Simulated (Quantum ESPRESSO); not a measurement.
**CdTe under changes of volume**

One of the cells (32.922 Å³/atom); the others are scaled copies at fixed shape and fractional positions:

```xyz
2
Lattice="0.0000 3.2050 3.2050 3.2050 0.0000 3.2050 3.2050 3.2050 0.0000" Properties=species:S:1:pos:R:3 pbc="T T T"
Te    4.8075    4.8075    4.8075
Cd    0.0000    0.0000    0.0000
```

```yaml
Program: Quantum ESPRESSO 7.5
Functional: LDA
Potentials_or_basis: GBRV 1.5 LDA
Cutoff: 612 eV
Density_cutoff: 4898 eV
k_mesh: 7 × 7 × 7
Occupations: fermi-dirac, width 0.05 eV
Spin: no spin polarisation
```

```csv
volume (Å³/atom),energy over the lowest point (meV/atom),pressure (GPa),gap on the mesh (eV)
30.947,24.22,3.8,0.79
31.605,11.32,2.5,0.72
32.263,3.46,1.3,0.66
32.922,0.00,0.3,0.60
33.580,?,?,?
34.239,4.56,-1.4,0.48
34.897,11.78,-2.1,0.43
```

Task: What does the run at 33.580 Å³/atom give?

Result: Energy over the lowest point 0.52 meV/atom; pressure -0.6 GPa; gap on the mesh 0.54 eV.

Worked out: A Birch-Murnaghan fit of order 3 (a polynomial in V^(-2/3)) to the other rows has its minimum at 33.16 Å³/atom with B0 = V·E''(V) = 47 GPa and B' = 4.8. It gives 0.51 meV/atom at 33.580 Å³/atom, against the run's 0.52, and -dE/dV = -0.6 GPa, against -0.6. A straight line through the other rows of the gap, of slope -3 eV per unit of ln V (its deformation potential), gives 0.54 eV, against the run's 0.54.

Energies are extrapolated to zero smearing.

Caveats: spin-orbit coupling is left out, which moves the levels of the heavy elements.
